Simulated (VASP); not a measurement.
# GaN (Fm-3m) in VASP: further runs

The runs below take GaN through dielectric tensor, band structure, with PBE, r2SCAN.

All numbers are computed with VASP 6.6.1; they aren't measurements. Logs are shortened: lines on timing, memory, paths and dates and some standing lists are left out, and cuts for length are marked.

**1. The structure**

The structure is cubic, space group Fm-3m (No. 225). Conventional cell: a = 4.270 Å, b = 4.270 Å, c = 4.270 Å, α = 90.00°, β = 90.00°, γ = 90.00°. Ga (site symmetry m-3m) has 6 N at 2.14 Å as nearest neighbours. N (site symmetry m-3m) has 6 Ga at 2.14 Å as nearest neighbours.

Measurements of this composition are mostly on another form, of space group No. 186.

**2. Dielectric tensor, PBE**

INCAR

```
PREC = Accurate ; ENCUT = 520
EDIFF = 1E-8 ; ISMEAR = 0
SIGMA = 0.02 ; LREAL = F
LASPH = T ; NELM = 80
ALGO = Normal ; ISIF = 2
LWAVE = F ; LCHARG = F
GGA = PE ; LEPSILON = T
```

KPOINTS

```
Automatic mesh
0
Gamma
  10 10 10
```

POSCAR

```
GaN
1.0
    0.0000000000      2.1352350000      2.1352350000
    2.1352350000      0.0000000000      2.1352350000
    2.1352350000      2.1352350000      0.0000000000
Ga N
1 1
Direct
    0.0000000000      0.0000000000      0.0000000000
    0.5000000000      0.5000000000      0.5000000000
```

Potentials or basis: VASP PAW PBE potentials, release 64 (Ga_d, N).

Started as:

```sh
$ cat potpaw_PBE.64/Ga_d/POTCAR potpaw_PBE.64/N/POTCAR > POTCAR
$ mpirun -np 1 vasp_std > vasp.out
```

OUTCAR:

```text
PREC = Accurate
   ENCUT = 520
   EDIFF = 1E-8
   ISMEAR = 0
   LREAL = F
   LASPH = T
   NELM = 80
   ISIF = 2
   GGA = PE
   LEPSILON = T

 ion  position               nearest neighbor table
   1  0.000  0.000  0.000-   2 2.14   2 2.14   2 2.14   2 2.14   2 2.14   2 2.14
   2  0.500  0.500  0.500-   1 2.14   1 2.14   1 2.14   1 2.14   1 2.14   1 2.14

  LATTYP: Found a face centered cubic cell.
 ALAT       =     4.2704700000

  Lattice vectors:

 A1 = (   0.0000000000,   2.1352350000,   2.1352350000)
 A2 = (   2.1352350000,   0.0000000000,   2.1352350000)
 A3 = (   2.1352350000,   2.1352350000,   0.0000000000)

Analysis of symmetry for initial positions (statically):
=====================================================================
 Subroutine PRICEL returns:
 Original cell was already a primitive cell.

 Routine SETGRP: Setting up the symmetry group for a
 face centered cubic supercell.

 Subroutine GETGRP returns: Found 48 space group operations
 (whereof 48 operations were pure point group operations)
 out of a pool of 48 trial point group operations.

The static configuration has the point symmetry O_h .

Analysis of symmetry for dynamics (positions and initial velocities):
=====================================================================
 Subroutine PRICEL returns:
 Original cell was already a primitive cell.

 Routine SETGRP: Setting up the symmetry group for a
 face centered cubic supercell.

 Subroutine GETGRP returns: Found 48 space group operations
 (whereof 48 operations were pure point group operations)
 out of a pool of 48 trial point group operations.

The dynamic configuration has the point symmetry O_h .

 Subroutine INISYM returns: Found 48 space group operations
 (whereof 48 operations are pure point group operations),
 and found     1 'primitive' translations

----------------------------------------------------------------------------------------

                                     Primitive cell

  volume of cell :      19.4700

  direct lattice vectors                    reciprocal lattice vectors
     0.000000000  2.135235000  2.135235000    -0.234166263  0.234166263  0.234166263
     2.135235000  0.000000000  2.135235000     0.234166263 -0.234166263  0.234166263
     2.135235000  2.135235000  0.000000000     0.234166263  0.234166263 -0.234166263

  length of vectors
     3.019678296  3.019678296  3.019678296     0.405587864  0.405587864  0.405587864

  position of ions in fractional coordinates (direct lattice)
     0.000000000  0.000000000  0.000000000
     0.500000000  0.500000000  0.500000000

  ion indices of the primitive-cell ions
   primitive index   ion index
                 1           1
                 2           2

----------------------------------------------------------------------------------------

 KPOINTS: Automatic mesh

Automatic generation of k-mesh.
 Grid dimensions read from file:
 generate k-points for:   10   10   10

 Generating k-lattice:

  Cartesian coordinates                     Fractional coordinates (reciprocal lattice)
    -0.023416626  0.023416626  0.023416626     0.100000000  0.000000000  0.000000000
     0.023416626 -0.023416626  0.023416626     0.000000000  0.100000000  0.000000000
     0.023416626  0.023416626 -0.023416626     0.000000000  0.000000000  0.100000000

  Length of vectors
     0.040558786  0.040558786  0.040558786

  Shift w.r.t. Gamma in fractional coordinates (k-lattice)
     0.000000000  0.000000000  0.000000000

 Subroutine IBZKPT returns following result:
 ===========================================

 Found     47 irreducible k-points:

 Following reciprocal coordinates:
            Coordinates               Weight
[... 77 lines left out ...]
  volume of cell :       19.47
 maximum number of plane-waves:       544
   NGX = 11   NGY = 11   NGZ = 11

--------------------------------------- Ionic step        1  -------------------------------------------

 number of electron      18.0000005 magnetization

 E-fermi :   7.5907     XC(G=0): -12.9044

 val. band max:        7.4897756004   @ k =  -0.2000   0.2000   0.0000
 cond. band min:       7.9155232442   @ k =   0.5000   0.5000   0.0000
 fundamental gap:      0.4257476438
 Fermi energy:         7.5906666394

 k-point     1 :       0.0000    0.0000    0.0000
  band No.  band energies     occupation
      1      -9.4811      2.00000
      2      -6.4859      2.00000
      3      -6.4859      2.00000
      4      -6.4859      2.00000
      5      -6.3988      2.00000
      6      -6.3988      2.00000
      7       7.0382      2.00000
      8       7.0382      2.00000
      9       7.0382      2.00000
     10       9.4035      0.00000
     11      22.0603      0.00000
     12      22.0603      0.00000
     13      22.0603      0.00000
[... 354 lines left out ...]
  band No.  band energies     occupation
      1      -7.9823      2.00000
      2      -6.6060      2.00000
      3      -6.3619      2.00000
      4      -6.3162      2.00000
      5      -6.2712      2.00000
      6      -5.1944      2.00000
      7       2.0913      2.00000
      8       4.8068      2.00000
      9       5.2163      2.00000
     10      10.0761      0.00000
     11      16.1153      0.00000
     12      17.5542      0.00000
     13      20.6435      0.00000

 [... further k-points ...]

  FORCE on cell =-STRESS in cart. coord.  units (eV):
  Direction    XX          YY          ZZ          XY          YZ          ZX
  --------------------------------------------------------------------------------------
  -------------------------------------------------------------------------------------
  Total        0.0508385      0.0508385      0.0508385     -0.0000000      0.0000000     -0.0000000
  in kB        4.1834696      4.1834696      4.1834696     -0.0000000      0.0000000     -0.0000000
  external PRESSURE =       4.1834696 kB  Pullay stress =       0.0000000 kB

 VOLUME and BASIS-vectors are now :
 -----------------------------------------------------------------------------
  energy-cutoff  :      520.00
  volume of cell :       19.47
      direct lattice vectors                 reciprocal lattice vectors
     0.000000000  2.135235000  2.135235000    -0.234166263  0.234166263  0.234166263
     2.135235000  0.000000000  2.135235000     0.234166263 -0.234166263  0.234166263
     2.135235000  2.135235000  0.000000000     0.234166263  0.234166263 -0.234166263

 POSITION                                       TOTAL-FORCE (eV/Angst)
 -----------------------------------------------------------------------------------
      0.00000      0.00000      0.00000        -0.000000      0.000000     -0.000000
      2.13524      2.13524      2.13524         0.000000     -0.000000      0.000000
 -----------------------------------------------------------------------------------
    total drift:                                0.000000     -0.000000     -0.000000

  FREE ENERGIE OF THE ION-ELECTRON SYSTEM (eV)
  ---------------------------------------------------
  free  energy   TOTEN  =       -11.2065178077 eV

  energy  without entropy=      -11.2065178077  energy(sigma->0) =      -11.20651781

 HEAD OF MICROSCOPIC STATIC DIELECTRIC TENSOR (INDEPENDENT PARTICLE, excluding Hartree and local field effects)
 ------------------------------------------------------
           8.772420    -0.000000    -0.000000
           0.000000     8.772420    -0.000000
           0.000000    -0.000000     8.772420
 ------------------------------------------------------

 Free energy of the ion-electron system (eV)
  ---------------------------------------------------
  ---------------------------------------------------
  free energy    TOTEN  =        -0.43461088 eV

  energy without entropy =       -0.43461088

------------------------ aborting loop because EDIFF is reached ----------------------------------------

--------------------------------------- Ionic step        2  -------------------------------------------

------------------------ aborting loop because EDIFF is reached ----------------------------------------

--------------------------------------- Ionic step        3  -------------------------------------------

 Free energy of the ion-electron system (eV)
  ---------------------------------------------------
  ---------------------------------------------------
  free energy    TOTEN  =        -0.43461076 eV

  energy without entropy =       -0.43461076

------------------------ aborting loop because EDIFF is reached ----------------------------------------

 PIEZOELECTRIC TENSOR FIELD DIRECTION 3  (e Angst)
 -----------------------------------------------------------------------------
     0.00029  0.00000  0.00000           ( -0.00001  0.00000 -0.00000)
     0.00000  0.00029 -0.00000           (  0.00000 -0.00001  0.00000)
     0.00000 -0.00000 -0.00041           ( -0.00000  0.00000 -0.00002)

 PIEZOELECTRIC TENSOR FIELD DIRECTION 3  (C/m^2)
 -----------------------------------------------------------------------------
     0.00024  0.00000  0.00000
     0.00000  0.00024 -0.00000
     0.00000 -0.00000 -0.00034

 MACROSCOPIC STATIC DIELECTRIC TENSOR (including local field effects in DFT)
 ------------------------------------------------------
           8.590497    -0.000000     0.000000
          -0.000000     8.590497     0.000000
           0.000000     0.000000     8.590497
 ------------------------------------------------------

 PIEZOELECTRIC TENSOR (including local field effects)  for field in x, y, z        (e  Angst)
          XX          YY          ZZ          XY          YZ          ZX
  --------------------------------------------------------------------------------
  x     0.00000     0.00000     0.00000     0.00000     0.00000     0.00000
  y     0.00000     0.00000     0.00000     0.00000     0.00000     0.00000
  z     0.00000     0.00000     0.00000     0.00000     0.00000     0.00000

 PIEZOELECTRIC TENSOR (including local field effects)  for field in x, y, z        (C/m^2)
          XX          YY          ZZ          XY          YZ          ZX
  --------------------------------------------------------------------------------
  x     0.00000     0.00000     0.00000     0.00000     0.00000     0.00000
  y     0.00000     0.00000     0.00000     0.00000     0.00000     0.00000
  z     0.00000     0.00000     0.00000     0.00000     0.00000     0.00000

 BORN EFFECTIVE CHARGES (including local field effects) (in |e|, cummulative output)
 ---------------------------------------------------------------------------------
 ion    1
    1     3.62245    -0.00000     0.00000
    2     0.00000     3.62245     0.00000
    3     0.00000     0.00000     3.62245
 ion    2
    1    -3.62245     0.00000     0.00000
    2    -0.00000    -3.62245     0.00000
    3     0.00000     0.00000    -3.62245
```

Wall time 2.1 min (1 thread of Intel Xeon Platinum 8488C (Sapphire Rapids), shared host); peak memory 0.2 GiB.

Results:

* Band gap on the k mesh: 0.43 eV, indirect (least direct gap 2.37 eV)
* Electronic dielectric tensor (diagonal): 8.59
* Born charges (mean of the diagonal): Ga +3.62; N -3.62 e

Electronic dielectric tensor:
```
8.59 0.00 0.00
0.00 8.59 0.00
0.00 0.00 8.59
```

Born effective charge tensors (e):
atom 1, Ga
```
3.62 0.00 0.00
0.00 3.62 0.00
0.00 0.00 3.62
```
atom 2, N
```
-3.62  0.00  0.00
 0.00 -3.62  0.00
 0.00  0.00 -3.62
```

Caveat: the gap is small at this level, which inflates the dielectric constant.

**3. Band structure, r2SCAN**

INCAR

```
  PREC = Accurate
  ENCUT = 520
  EDIFF = 1E-6
  ISMEAR = 0
  SIGMA = 0.02
  LREAL = False
  LASPH = True
  NELM = 80
  ALGO = Normal
  ISIF = 2
  LWAVE = False
  LCHARG = False
  METAGGA = R2SCAN
  LMIXTAU = True
  NBANDS = 16
```

KPOINTS

```
regular mesh
0
Gamma
  10 10 10
```

POSCAR is that of step 2.

KPOINTS_OPT

```
path GXWKGLUWLK,UX
15
line-mode
reciprocal
 0.0000000000  0.0000000000  0.0000000000  G
 0.5000000000  0.0000000000  0.5000000000  X

 0.5000000000  0.0000000000  0.5000000000  X
 0.5000000000  0.2500000000  0.7500000000  W

 0.5000000000  0.2500000000  0.7500000000  W
 0.3750000000  0.3750000000  0.7500000000  K

 0.3750000000  0.3750000000  0.7500000000  K
 0.0000000000  0.0000000000  0.0000000000  G

 0.0000000000  0.0000000000  0.0000000000  G
 0.5000000000  0.5000000000  0.5000000000  L

 0.5000000000  0.5000000000  0.5000000000  L
 0.6250000000  0.2500000000  0.6250000000  U

 0.6250000000  0.2500000000  0.6250000000  U
 0.5000000000  0.2500000000  0.7500000000  W

 0.5000000000  0.2500000000  0.7500000000  W
 0.5000000000  0.5000000000  0.5000000000  L

 0.5000000000  0.5000000000  0.5000000000  L
 0.3750000000  0.3750000000  0.7500000000  K

 0.6250000000  0.2500000000  0.6250000000  U
 0.5000000000  0.0000000000  0.5000000000  X
```

Potentials or basis: VASP PAW PBE potentials, release 64 (Ga_d, N).

Started as:

```sh
$ cat potpaw_PBE.64/Ga_d/POTCAR potpaw_PBE.64/N/POTCAR > POTCAR
$ mpirun -np 1 vasp_std > vasp.out
```

It took 1.9 min on 1 thread of Intel Xeon Platinum 8488C (Sapphire Rapids), shared host; peak memory 0.16 GiB.

It converged, with:

* Free energy: -20.9621 eV
* Pressure: -7.4 GPa
* Band gap on the k mesh: 0.92 eV, indirect (least direct gap 2.92 eV)
* Band gap along the path: 0.89 eV, indirect (least direct gap 2.92 eV)

Levels at the corners of the path, in eV from the valence-band top:
```
point  band 7  band 8  band 9  band 10  band 11  band 12
    Γ   -0.49   -0.49   -0.49     2.42    15.26    15.26
    X   -6.99   -3.01   -3.01     0.89     8.45    12.72
    X   -6.99   -3.01   -3.01     0.89     8.45    12.72
    W   -5.25   -5.25   -4.52     5.42    10.39    11.04
    W   -5.25   -5.25   -4.52     5.42    10.39    11.04
    K   -6.04   -5.65   -2.09     3.52     9.59    11.93
    K   -6.04   -5.65   -2.09     3.52     9.59    11.93
    Γ   -0.49   -0.49   -0.49     2.42    15.26    15.26
    Γ   -0.49   -0.49   -0.49     2.42    15.26    15.26
    L   -8.19   -0.18   -0.18     5.22     9.62     9.62
    L   -8.19   -0.18   -0.18     5.22     9.62     9.62
    U   -6.04   -5.65   -2.09     3.52     9.59    11.93
    U   -6.04   -5.65   -2.09     3.52     9.59    11.93
    W   -5.25   -5.25   -4.52     5.42    10.39    11.04
    W   -5.25   -5.25   -4.52     5.42    10.39    11.04
    L   -8.19   -0.18   -0.18     5.22     9.62     9.62
    L   -8.19   -0.18   -0.18     5.22     9.62     9.62
    K   -6.04   -5.65   -2.09     3.52     9.59    11.93
    U   -6.04   -5.65   -2.09     3.52     9.59    11.93
    X   -6.99   -3.01   -3.01     0.89     8.45    12.72
```

Caveat: the PAW data sets were made with another functional, which shifts forces and pressure a little. r2SCAN opens gaps a little over a GGA but as a rule still falls short of measured ones.

(Part 1 of 2 ends here.)
